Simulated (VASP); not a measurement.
Write the native input for VASP 6.6.1 that does the following.

```
Task                   : single point
Functional             : LDA
Potentials or basis    : VASP PAW LDA potentials, release 64 (Sr_sv)
Cutoff                 : 520 eV
k mesh                 : 7 × 7 × 4
Occupations            : gaussian, width 0.02 eV
Spin                   : no spin polarisation
Further INCAR settings : ALGO = Normal; EDIFF = 1e-06
```

The structure of Sr lies in POSCAR:

```
Sr
1.0
    4.3100000000      0.0000000000      0.0000000000
   -2.1550000000      3.7325694903      0.0000000000
    0.0000000000      0.0000000000      7.0500000000
Sr
2
Cartesian
    2.1550000002      1.2441898300      5.2875000000
   -0.0000000002      2.4883796603      1.7625000000
```

This isn't the form of Sr at room conditions, which is fcc.

These files were run (other wordings do the same):

INCAR

```
SYSTEM = Sr
ALGO = Normal
EDIFF = 1E-6
ENCUT = 520
GGA = CA
ISIF = 2
ISMEAR = 0
LASPH = .TRUE.
LCHARG = .TRUE.
LELF = .TRUE.
LREAL = .FALSE.
LVHAR = .TRUE.
LWAVE = .FALSE.
NELM = 60
PREC = Accurate
SIGMA = 0.02
```

KPOINTS

```
k-points
0
G
  7 7 4
  0 0 0
```

Potentials or basis: VASP PAW LDA potentials, release 64 (Sr_sv).

Run with:

```console
$ cat potpaw_LDA.64/Sr_sv/POTCAR > POTCAR
$ mpirun -np 1 vasp_std > vasp.out
```

It gave:

| Item | Value |
| --- | --- |
| Pressure | -1.5 GPa |
| Band gap on the k mesh | none (metal or under the smearing width) |

Run time: 17 s on 1 thread of Intel(R) Xeon(R) Platinum 8488C (Sapphire Rapids), with other jobs on the host, peak memory 0.19 GiB.
